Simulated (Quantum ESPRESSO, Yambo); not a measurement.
# Quasiparticle gap of RbBr (Fm-3m) in Yambo, part 2 of 2

How does a plane-wave GW calculation on RbBr (Fm-3m) run from the first input to the gap?

Quantum ESPRESSO 7.5 and Yambo 5.3.0; PBE and many-body steps on it, plane waves. Known limits of the many-body steps: not at the basis limit; no spin-orbit coupling.

So far. Step 2 (Ground state): The gap is direct, at Γ. Step 3 (Bands along the symmetry lines): The gap is 4.364 eV, as in the run before at this level.

The database entry behind the starting cell differs from later determinations by our own check (about 0.5 % short), so it need not match the best structure at ambient conditions.

## 4. Empty states on the mesh, 4×4×4 mesh, 131 bands

Level of this step: DFT, PBE, plane waves, norm-conserving pseudopotentials (Quantum ESPRESSO).

The sums over transitions need many empty states on a uniform mesh; this step solves for them.

Contents of pw.in:

```
&control
  calculation = 'nscf'
  prefix = 'x'
  outdir = 'o'
  pseudo_dir = 'pseudo'
/
&system
  ibrav = 0
  nat = 2
  ntyp = 2
  ecutwfc = 76.0
  nbnd = 131
  force_symmorphic = .true.
/
&electrons
  conv_thr = 1e-9
  electron_maxstep = 80
  diago_full_acc = .true.
  diago_thr_init = 5e-6
/
ATOMIC_SPECIES
  Rb 85.468 Rb.upf
  Br 79.904 Br.upf
CELL_PARAMETERS angstrom
  0.0000000000 3.4270000000 3.4270000000
  3.4270000000 0.0000000000 3.4270000000
  3.4270000000 3.4270000000 -0.0000000000
ATOMIC_POSITIONS crystal
  Rb 0.0000000000 0.0000000000 0.0000000000
  Br 0.5000000000 0.5000000000 0.5000000000
K_POINTS automatic
  4 4 4 0 0 0
```

Command:

```console
> OMP_NUM_THREADS=1 mpirun -n 4 pw.x -nk 4 -in pw.in > pw.out
```

The program printed:

```text
[banner, memory and clock lines left out]
Program PWSCF v.7.5 starts

     Atomic positions and unit cell read from directory:
     o/x.save/

     Message from routine setup:
     using ibrav=0 with symmetry is DISCOURAGED, use correct ibrav instead

     G-vector sticks info

     bravais-lattice index     =            0
     lattice parameter (alat)  =       9.1586  a.u.
     unit-cell volume          =     543.2114 (a.u.)^3
     number of atoms/cell      =            2
     number of atomic types    =            2
     number of electrons       =        26.00
     number of Kohn-Sham states=          131
     kinetic-energy cutoff     =      76.0000  Ry
     charge density cutoff     =     304.0000  Ry
     Exchange-correlation= PBE
                           (   1   4   3   4   0   0   0)

     celldm(1)=   9.158576  celldm(2)=   0.000000  celldm(3)=   0.000000
     celldm(4)=   0.000000  celldm(5)=   0.000000  celldm(6)=   0.000000

     crystal axes: (cart. coord. in units of alat)
               a(1) = (   0.000000   0.707107   0.707107 )
               a(2) = (   0.707107   0.000000   0.707107 )
               a(3) = (   0.707107   0.707107  -0.000000 )

     reciprocal axes: (cart. coord. in units 2 pi/alat)
               b(1) = ( -0.707107  0.707107  0.707107 )
               b(2) = (  0.707107 -0.707107  0.707107 )
               b(3) = (  0.707107  0.707107 -0.707107 )
     Pseudo is Norm-conserving + core correction, Zval =  9.0
     Generated using ONCVPSP code by D. R. Hamann
     Using radial grid of 2308 points,  6 beta functions with:
     Pseudo is Norm-conserving + core correction, Zval = 17.0
     Generated using ONCVPSP code by D. R. Hamann
     Using radial grid of 1098 points,  6 beta functions with:
     Rb                9.00    85.46800     Rb( 1.00)
     Br               17.00    79.90400     Br( 1.00)

     48 Sym. Ops., with inversion, found

   Cartesian axes

     site n.     atom                  positions (alat units)
         1        Rb     tau(   1) = (   0.0000000   0.0000000   0.0000000  )
         2        Br     tau(   2) = (   0.7071068   0.7071068   0.7071068  )

     number of k points=     8
                       cart. coord. in units 2pi/alat
        k(    1) = (   0.0000000   0.0000000   0.0000000), wk =   0.0312500
        k(    2) = (   0.1767767   0.1767767  -0.1767767), wk =   0.2500000
        k(    3) = (  -0.3535534  -0.3535534   0.3535534), wk =   0.1250000
[...]
k(    7) = (  -0.7071068   0.0000000   0.0000000), wk =   0.0937500
        k(    8) = (  -0.7071068   0.3535534   0.0000000), wk =   0.1875000

     Dense  grid:    48671 G-vectors     FFT dimensions: (  54,  54,  54)

     The potential is recalculated from file :
     o/x.save/charge-density

     Starting wfcs are   14 randomized atomic wfcs +  117 random wfcs

     Band Structure Calculation

     End of band structure calculation

          k = 0.0000 0.0000 0.0000 (  5985 PWs)   bands (ev):

   -55.9826 -55.9826 -55.9807 -55.9807 -55.9807 -22.2901 -10.0526  -6.3615
    -6.3615  -6.3615   2.1322   2.1322   2.1322   6.4965   9.4189   9.4189
     9.4189  10.3081  10.3081  13.1143  17.9700  17.9700  17.9700  18.2752
[...]
[... 5 further rows ...]
[...]
73.3939  73.3939  75.6632

          k = 0.1768 0.1768-0.1768 (  6072 PWs)   bands (ev):

[...]
[... 5 further rows ...]
[...]
72.7420  72.7420  73.8757

          k =-0.3536-0.3536 0.3536 (  6116 PWs)   bands (ev):

[...]
46.1279  46.1888  46.2049  49.0310  49.9487  51.7198  51.7198  52.7416
     [... 5 further rows ...]
    69.1494  69.4130  69.6386  69.6386  70.1184  73.1946  73.1946  74.0750
    74.0750  74.2586  74.3594

          k = 0.3536 0.0000 0.0000 (  6102 PWs)   bands (ev):

     [... further k-points ...]

     highest occupied, lowest unoccupied level (ev):     2.1322    6.4965

     XML data file, pseudopotentials, collected wavefunctions
```

Run time: 18 s. Hardware: 4 MPI ranks of Arm Neoverse V1, shared host; peak memory 0.49 GiB; 72 s of CPU time.

Numbers from this step:

* gap: 4.364 eV
* k of the valence top: 0, 0, 0
* k of the conduction bottom: 0, 0, 0
* least direct gap: 4.364 eV
* k points computed: 8
* lowest point of the top converged band, above the valence top: 70.4349 eV

On this mesh the gap is 4.364 eV.

## 5. Conversion and set-up

This step: Yambo 5.3.0; conversion and set-up on PBE, plane waves, norm-conserving pseudopotentials.

The states are converted to the many-body program's format and the q mesh is built.

Command:

```console
> (cd o/x.save; p2y > p2y.log; mv SAVE ../..); yambo > setup.log
```

The program printed:

```text
 Yambo, version 5.3.0

 [02] CORE Variables Setup
 =========================

  [02.01] Unit cells
  ==================

  Cell kind             :  FCC
  Atoms in the cell     :  Rb  Br
  number of Rb atoms    :  1
  number of Br atoms    :  1

  List of atomic masses
  Mass of Rb    :  85.46800
  Mass of Br    :  79.90400

  List of atomic coordinates    : [cc]
  Rb1       :  0.000000  0.000000  0.000000  order 1
  Br1       :  6.476091  6.476091  6.476091  order 2

  Alat factors          :  6.476091  6.476091  6.476091 [a.u.]
  Direct lattice volume :  543.2114 [a.u.]
  Direct lattice vectors:  A[ 1 ]  A[ 2 ]  A[ 3 ]
   A[ 1 ]:  0.000000  1.000000  1.000000  [iru]
   0.000000  6.476091  6.476091  [cc]
   A[ 2 ]:  1.000000  0.000000  1.000000  [iru]
   6.476091  0.000000  6.476091  [cc]
   A[ 3 ]:  1.000000  1.000000 -0.000000  [iru]
   6.476091  6.476091 -0.000000  [cc]

  Recip. lattice volume :  0.456637 [a.u.]
  Recip. lattice vectors:  B[ 1 ]  B[ 2 ]  B[ 3 ]
   B[ 1 ]: -0.500000  0.500000  0.500000  [iku]
  -0.485106  0.485106  0.485106  [cc]
   B[ 2 ]:  0.500000 -0.500000  0.500000  [iku]
   0.485106 -0.485106  0.485106  [cc]
   B[ 3 ]:  0.500000  0.500000 -0.500000  [iku]
   0.485106  0.485106 -0.485106  [cc]

  [02.02] Symmetries
  ==================

  Inversion symmetry    : yes
  Spatial inversion     : yes
  Inversion index       :  25
  K-space Time-reversal : no
  Magnetic symmetries   : no
  Group table correct   : yes
  Symmetries units      :  [cc]

   [S  1]:   1.0000      0.27213E-16  0.27213E-16  0.27213E-16   1.0000     -0.27213E-16 -0.27213E-16 -0.27213E-16   1.0000
   [S  2]:  -1.0000     -0.27213E-16  0.27213E-16 -0.27213E-16  -1.0000     -0.27213E-16  0.27213E-16  0.27213E-16   1.0000
   [S  3]:  -1.0000      0.27213E-16 -0.27213E-16 -0.27213E-16   1.0000      0.27213E-16  0.27213E-16 -0.27213E-16  -1.0000
[...]
[... 36 further rows ...]
   [S 47]:  0.27213E-16   1.0000     -0.27213E-16 -0.27213E-16  0.27213E-16  -1.0000       1.0000     -0.27213E-16  0.27213E-16
   [S 48]:  0.27213E-16  -1.0000      0.27213E-16 -0.27213E-16 -0.27213E-16   1.0000       1.0000      0.27213E-16 -0.27213E-16

  [02.03] Reciprocal space
  ========================

  nG shells         :   433
  nG charge         :   48671
  nG WFs            :   7290
  nC WFs            :   6116
  G-vecs. in first 43 shells:  [ Number ]
     1    9   15   27   51   59   65   89  113
    137   169   181   229   259   283   307   331   339
    387   411   459   531   537   561   609   645   701
[...]
1139  1211  1243  1291  1363  1411  1459
  ...
  Shell energy in first 43 shells:  [ mHa ]
[...]
6000.87      6118.53      6589.19      6942.18      7530.50      7883.49      8001.16      8471.81      8824.80
[...]
K/Q-points units:
  rlu = crystal or reduced units; cc = cartesian coordinates; iku = interal k-units

  K [1]          [rlu]:  0.000000  0.000000  0.000000
         WF components:   5985
  K [2]          [rlu]: -0.81030E-17 -0.81030E-17  0.25000
         WF components:   6072
  K [3]          [rlu]:  0.16206E-16  0.16206E-16 -0.50000
         WF components:   6116
  K [4]          [rlu]:  0.32852E-17  0.25000      0.25000
         WF components:   6102
  K [5]          [rlu]:  0.23457E-16  0.25000     -0.50000
         WF components:   6070
  [... 2 further k-points ...]
  K [8]          [rlu]:  0.250000 -0.500000 -0.250000
         WF components:   6032

  [02.05] Energies & Occupations
  ==============================

  [X] === General ===
  [X] Electronic Temperature                        :  0.000000  0.000000 [eV K]
  [X] Bosonic    Temperature                        :  0.000000  0.000000 [eV K]
  [X] Finite Temperature mode                       : no
  [X] El. density                                   :  0.32300E+24 [cm-3]
  [X] Fermi Level                                   :  2.132238 [eV]

  [X] === Gaps and Widths ===
  [X] Conduction Band Min                           :  4.364251 [eV]
  [X] Valence Band Max                              :  0.000000 [eV]
  [X] Filled Bands                                  :  13
  [X] Empty Bands                                   :   14  131
  [X] Direct Gap                                    :  4.364251 [eV]
  [X] Direct Gap localized at k                     :  1
  [X] Indirect Gap                                  :  4.364251 [eV]
  [X] Indirect Gap between kpts                     :  1  1
  [X] Last valence band width                       :  0.354275 [eV]
  [X] 1st conduction band width                     :  2.722711 [eV]

  E @ K [1]:  [eV]
  -58.11487 -58.11487 -58.11291 -58.11291 -58.11291 -24.42232 -12.18480  -8.49377
   -8.4938      -8.4938     -0.10556E-08 -0.47986E-09   0.0000       4.3643       7.2866       7.2866
    7.28663   8.17591   8.17591  10.98203  15.83781  15.83781  15.83781  16.14291
[...]
occ @ K [1]
[...]
E @ K [2]:  [eV]
[...]
occ @ K [2]
[...]
E @ K [3]:  [eV]
[...]
occ @ K [3]
[...]
E @ K [4]:  [eV]
[...]
occ @ K [4]
[...]
E @ K [5]:  [eV]
[...]
occ @ K [5]
[...]
[... 2 further k-points ...]
  E @ K [8]:  [eV]
[...]
occ @ K [8]
[...]
0.000000  0.000000  0.000000  0.000000  0.000000  0.000000  0.000000  0.000000
   0.000000  0.000000  0.000000  0.000000  0.000000  0.000000  0.000000  0.000000

 [03] Transferred momenta grid and indexing
 ==========================================

 IBZ Q-points                                      :   8
 BZ  Q-points                                      :   64

 K/Q-points units:
 rlu = crystal or reduced units; cc = cartesian coordinates; iku = interal k-units

 Q [1]          [rlu]:  0.000000  0.000000  0.000000
 Q [2]          [rlu]:  0.20505E-16 -0.72508E-17  0.25000
 Q [3]          [rlu]: -0.41010E-16  0.14502E-16 -0.50000
[...]
Q [7]          [rlu]: -0.63786E-16 -0.50000     -0.50000
 Q [8]          [rlu]:  0.250000 -0.500000 -0.250000

  [03.01] X indexes
  =================

   [03.01.01] Sigma indexes
   ========================

 [06] Game Over & Game summary
```

Wall time 3.3 s (1 MPI rank); peak memory 0.26 GiB.

## 6. Screening and self-energy, 4×4×4 mesh, 131 bands, screening to 149.7 eV

G0W0 replaces the xc potential by the self-energy, built once from these orbitals. Only a window of levels is corrected, while the sums run over the empty bands that the input names.

This step: G0W0 on PBE, plane waves, norm-conserving pseudopotentials.

Contents of gw1.in:

```
HF_and_locXC
gw0
dyson
ppa
em1d
rim_cut
RandQpts= 1000000
RandGvec= 1 RL
EXXRLvcs= 76 Ry
VXCRLvcs= 304 Ry
Chimod= "HARTREE"
% BndsRnXp
 1 | 131 |
%
NGsBlkXp= 11 Ry
% LongDrXp
 1 | 1 | 1 |
%
% GbndRnge
 1 | 131 |
%
DysSolver= "n"
ExtendOut
PPAPntXp= 27.21138 eV
% QPkrange
 1 | 1 | 12 | 15 |
%
```

Command:

```console
> OMP_NUM_THREADS=1 mpirun -n 4 yambo -F gw1.in -J gw1 -C gw1 > gw1.log
```

The program printed:

```text
 Yambo, version 5.3.0

 [02] CORE Variables Setup
 =========================

  [... cell, symmetries and grids as in the set-up ...]

  [02.05] Energies & Occupations
  ==============================

  [X] === General ===
  [X] Electronic Temperature                        :  0.000000  0.000000 [eV K]
  [X] Bosonic    Temperature                        :  0.000000  0.000000 [eV K]
  [X] Finite Temperature mode                       : no
  [X] El. density                                   :  0.32300E+24 [cm-3]
  [X] Fermi Level                                   :  2.132238 [eV]

  [X] === Gaps and Widths ===
  [X] Conduction Band Min                           :  4.364251 [eV]
  [X] Valence Band Max                              :  0.000000 [eV]
  [X] Filled Bands                                  :  13
  [X] Empty Bands                                   :   14  131
  [X] Direct Gap                                    :  4.364251 [eV]
  [X] Direct Gap localized at k                     :  1
  [X] Indirect Gap                                  :  4.364251 [eV]
  [X] Indirect Gap between kpts                     :  1  1
  [X] Last valence band width                       :  0.354275 [eV]
  [X] 1st conduction band width                     :  2.722711 [eV]

 [03] Transferred momenta grid and indexing
 ==========================================

 IBZ Q-points                                      :   8
 BZ  Q-points                                      :   64

 K/Q-points units:
 rlu = crystal or reduced units; cc = cartesian coordinates; iku = interal k-units

 Q [1]          [rlu]:  0.000000  0.000000  0.000000
 Q [2]          [rlu]:  0.20505E-16 -0.72508E-17  0.25000
 Q [3]          [rlu]: -0.41010E-16  0.14502E-16 -0.50000
 Q [4]          [rlu]:  0.31893E-16  0.25000      0.25000
 Q [5]          [rlu]:  0.34809E-16  0.25000      0.50000
 Q [6]          [rlu]:  0.99473E-16  0.25000     -0.25000
 Q [7]          [rlu]: -0.63786E-16 -0.50000     -0.50000
 Q [8]          [rlu]:  0.250000 -0.500000 -0.250000

 [04] Coloumb potential Random Integration (RIM)
 ===============================================

  [04.01] RIM initialization
  ==========================

  * Diagonal components only detected *

  8 x (sBL volume)        :  0.057080 [a.u.]
  sBZ random points       :  1000000
  Points outside the sBZ  :   7968281
  RL volume               :  0.456637 [a.u.]
  Integrated volume       :  0.458454 [a.u.]

  [04.02] RIM integrals
  =====================

  Gamma point sphere radius             :  0.069841 [a.u.]
  Points outside the sphere             :   800476
  [Int_sBZ(q=0) 1/q^2]*(Vol_sBZ)^(-1/3) =:  7.776341
                                 should be <:  7.795600

  Summary of Coulomb integrals for non-metallic bands |Q|[au] RIM/Bare

  Q [1] 0.100000E-4 0.997530 * Q [2] 0.210057 1.069186
  Q [4] 0.242553 1.068537 * Q [6] 0.343022 1.029949
  Q [5] 0.402229 1.023412 * Q [3] 0.420114 1.020404
  Q [7] 0.485106 1.016961 * Q [8] 0.542365 1.013888

 [05] Dipoles
 ============

  [05.01] Setup: observables and procedures
  =========================================

 [06] Dynamic Dielectric Matrix (PPA)
 ====================================

 [WR./gw1//ndb.pp]---------------------------------------------------------------
  Brillouin Zone Q/K grids (IBZ/BZ)                :    8   64    8   64
  RL vectors                                       :   7343 [WF]
  Coulomb cutoff potential                         : none
  Electronic Temperature                           :  0.000000 [K]
  Bosonic    Temperature                           :  0.000000 [K]
  PPA    diel. fun.  energies                      : Perdew, Burke & Ernzerhof(X)+Perdew, Burke & Ernzerhof(C)
  wavefunctions                                    : Perdew, Burke & Ernzerhof(X)+Perdew, Burke & Ernzerhof(C)
  Global Gauge                                     : length
  X matrix size                                    :   339
  X band range                                     :    1  131
  X e/h energy range                               : -1.000000 -1.000000 [eV]
  X Time ordering                                  : R
  X Hxc Kernel                                     : HARTREE
  X Drude frequency                                :  0.000000  0.000000
  X poles                                          :  100.0000 [o/o]
  RL vectors in the sum                            :   7343
  [r,Vnl] included                                 : yes
  Field direction                                  :  0.577350E-5  0.577350E-5  0.577350E-5
  BZ energy Double Grid                            : no
  BZ energy DbGd points                            : 0
  BZ Q point size factor                           : -1.000000
  X Optical Averaged directions                    : none

 [07] Local Exchange-Correlation + Non-Local Fock
 ================================================

 [VXC] Plane waves :   48671
 [EXS] Plane waves :   6081

 QP @ state[ 1 ] K range:  1  1
 QP @ state[ 1 ] b range:  12  15

 [xc] Functional : Perdew, Burke & Ernzerhof(X)+Perdew, Burke & Ernzerhof(C)
 [xc] LIBXC used to calculate xc functional
  PP Number of Atomic Species                      :  2
  NLCC RL compoments                               :   48671
  PP Number of Atomic Species                      :  2
  NLCC RL compoments                               :   48671

 [xc] E_xc :  -16.27496 [Ha]
      E_xc :  -32.54992 [Ry]

  Local XC kind (lXC) : Perdew, Burke & Ernzerhof(X)+Perdew, Burke & Ernzerhof(C)
  Non-Local XC kind (nlXC) : Hartree-Fock

  Corrections @ K [1] :  [eV]
 <12|nlXC|12> = -19.41600  0.14104E-17 <12|lXC|12> = -14.22687 -0.94408E-16
 <13|nlXC|13> = -19.41607 -0.22266E-17 <13|lXC|13> = -14.22687 -0.18882E-15
 <14|nlXC|14> = -3.641019  0.90248E-18 <14|lXC|14> = -6.942251 -0.26004E-20
 <15|nlXC|15> = -3.253626  0.93747E-18 <15|lXC|15> = -7.444603 -0.94409E-16

 [08] Dyson equation: Newton solver
 ==================================

  [08.01] G0W0 (W PPA)
  ====================

  [  GW  ] Bands range     :    1  131
  [GW/PPA] G damping       :  0.100000 [eV]

  QP @ state[ 1 ] K range:  1  1
  QP @ state[ 1 ] b range:  12  15

   Sc/G bands                                       :    1  131
   Sc/G damping                                     :  0.100000 ev
   Sc bands terminator                              : no
   Sx RL components                                 :   6081

   QP @ state[ 1 ] K range                          :  1  1
   QP @ state[ 1 ] b range                          :  12  15
   GF energies kind                                 : Perdew, Burke & Ernzerhof(X)+Perdew, Burke & Ernzerhof(C)
   GF WF`s kind                                     : Perdew, Burke & Ernzerhof(X)+Perdew, Burke & Ernzerhof(C)
   Xs energies kind                                 : Perdew, Burke & Ernzerhof(X)+Perdew, Burke & Ernzerhof(C)
   Xs WF`s kind                                     : Perdew, Burke & Ernzerhof(X)+Perdew, Burke & Ernzerhof(C)

 [11] Game Over & Game summary
```

Elapsed: 2.4 min, on 4 MPI ranks; peak memory 1.8 GiB; 9.7 min of CPU time.

This step gave:

```
G0W0 gap on the points computed              : 7.505 eV
starting gap on the mesh                     : 4.364 eV
k of the valence top                         : 0, 0, 0
k of the conduction bottom                   : 0, 0, 0
least direct G0W0 gap on the computed points : 7.505 eV
Z at the valence top                         : 0.8262
Z at the conduction bottom                   : 0.8768
```

The gap on the mesh goes from 4.36 eV to 7.50 eV, a correction of +3.14 eV.

Limits: finite bands, cutoff and mesh; no spin-orbit coupling. v1 is the top filled band, c1 the lowest empty one. Levels before and after the correction, in eV, zero at the valence-band top of each column:

```tsv
	conduction bottom	valence top
Kohn-Sham	4.36	0.00
G0W0	7.50	0.00
```

```tsv
	level	energy (eV)
Kohn-Sham	Γ v2-v1	0.000
Kohn-Sham	Γ c1	4.364
Kohn-Sham	Γ c2	7.287
G0W0	Γ v2-v1	0.000
G0W0	Γ c1	7.505
G0W0	Γ c2	11.072
```

## 7. Where the time went

Times are wall times on the hardware named with each run, good to a factor of about two.

```tsv
step	time	share	memory (GiB)
ground state	13 s	7 %	0.33
bands along the symmetry lines	12 s	6 %	0.27
empty states on the mesh	18 s	9 %	0.49
conversion and set-up	3.3 s	2 %	0.26
screening and self-energy	2.4 min	76 %	1.8
```

## 8. Results

| Quantity | Value |
| --- | --- |
| PBE gap | 4.36 eV, direct |
| G0W0 gap on the mesh | 7.50 eV |
| GW settings | 4×4×4 mesh, 131 bands, screening to 149.7 eV, Godby-Needs plasmon pole |
| known limits | not at the basis limit; no spin-orbit coupling |

G0W0 moves the gap on the mesh from 4.36 eV to 7.50 eV (+3.14 eV), with Z of 0.83 and 0.88 at the edges. Only 1 of the mesh's irreducible points was corrected, so a valley elsewhere could overtake. The dearest step here is «screening and self-energy». Bands and cutoff are finite, so the gap is not at the basis limit. The miss can reach some tenths of an eV and take either sign; the mesh is an error of its own. In the G0W0 run levels were corrected at 1 k point alone, so a gap called «on the mesh» is the least over those, and an edge elsewhere would be missed. The many-body steps are scalar-relativistic: spin-orbit coupling is not in them.

[Paths, hosts, dates, memory and timing lines, banners, echoed tables and standing remarks are left out of the program output.]

[Logs are printed without paths, hosts, clocks, repeated set-up lines and the standing remarks that a program may print on its own settings, such as how far it seeks lower states.]

[Runs of the session that timed out or met a known fault of the program may be left out.]

[Hosts, paths, dates, database ids (printed as entryN), source tags and the programs' standing remarks are cut or masked in the printed files.]
